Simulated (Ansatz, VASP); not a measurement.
## PbO in VASP and in Ansatz

```
Pb O
1.0
     4.30251    0.00000    0.00000
    -2.15125    3.72608    0.00000
     0.00000    0.00000    5.32901
Pb O
2 2
Direct
  0.33333 0.66667 0.25000
  0.66667 0.33333 0.75000
  0.66667 0.33333 0.25000
  0.33333 0.66667 0.75000
```

Alike in both runs: task single point; functional r2SCAN; k mesh 6 × 6 × 4; no spin polarisation.

|  | VASP | Ansatz |
| --- | --- | --- |
| version | VASP 6.6.1 | Ansatz 0.2.0 |
| potentials or method | VASP PAW PBE potentials, release 64 (Pb_d, O) | plane waves, PAW |
| plane-wave cutoff (eV) | 520 | 500 |
| occupations | gaussian, width 0.01 eV | fixed |
| valence electrons in the cell | 40 | 40 |

```csv
,VASP,Ansatz,Ansatz less VASP
gap on the k mesh at the Fermi level (eV),1.60,1.61,+0.002
pressure (GPa),-2.0,-2.2,-0.16
largest component of the traceless stress (GPa),0.04,0.07,+0.028
```

Caveats: the PAW data sets were made with another functional, which shifts forces and pressure a little (VASP); spin-orbit coupling is left out, which as a rule narrows the gap of such compounds by several tenths of an eV. A k mesh can miss the band edges. r2SCAN opens gaps a little over a GGA but as a rule still falls short of measured ones.
